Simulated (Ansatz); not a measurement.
How far is PAW off for EuO?

```
Eu O
1.0
     0.00000    2.57195    2.57195
     2.57195    0.00000    2.57195
     2.57195    2.57195    0.00000
Eu O
1 1
Cartesian
  0.0000 0.0000 0.0000
  2.5720 2.5720 2.5720
```

Atoms are numbered in the order listed.

The conventional cell has a = 5.144 Å, b = 5.144 Å, c = 5.144 Å, α = 90.00°, β = 90.00°, γ = 90.00°. Eu (atom 1) has 6 O at 2.57 Å as nearest neighbours. O (atom 2) is surrounded by 6 Eu at 2.57 Å.

The cell comes from COD entry 9008633, which wasn't checked; take it as a given geometry.

Semilocal functionals without a Hubbard term describe localised f shells poorly; where the shell is localised, the real material differs.

The magnetic state is the one reached from the start moments; no search over orders was made, so it needn't be the ground state.

Spin–orbit coupling is left out, though it moves levels of the heavy atoms by tenths of an eV or more.

Methods: DFT, PBE, PAW with Ansatz's default frozen-core files, scalar-relativistic (Ansatz 0.2.0); DFT, PBE, all-electron PAW with datasets made for the crystal, scalar-relativistic (Ansatz 0.2.0); DFT, PBE, all-electron LAPW, scalar-relativistic (Ansatz 0.2.0).

For PAW: a Γ-centred 14×14×14 k mesh, Fermi–Dirac smearing of 0.03 eV, cutoff 420 eV, spin-polarised from start moments Eu1 7 μB. The crystal-made all-electron datasets (AE datasets) take a cutoff of 300 eV at this cell. LAPW targets a basis error of 0.5 meV/atom. The Ansatz runs share mesh, smearing and spin set-up. Plane-wave (PAW) pressures include the program's estimate of the Pulay term.

Stress and pressure are positive in compression.

Levels count from the Fermi level.

| quantity | PAW | AE datasets | LAPW |
| --- | --- | --- | --- |
| pressure (GPa) | -4.12 | -3.99 | -3.99 |
| moment of the cell (μB) | 6.978 | 6.978 | 6.978 |
| highest filled spin-up level at K (eV) | -0.189 | -0.189 | -0.189 |
| lowest empty spin-up level at K (eV) | 0.734 | 0.740 | 0.740 |
| highest filled spin-up level at X (eV) | -0.055 | -0.056 | -0.056 |
| lowest empty spin-up level at X (eV) | 3.415 | 3.433 | 3.433 |

PAW's pressure differs from the LAPW value by -0.14 GPa. Datasets made for the crystal and LAPW share parts of one code, so their agreement isn't an independent check.
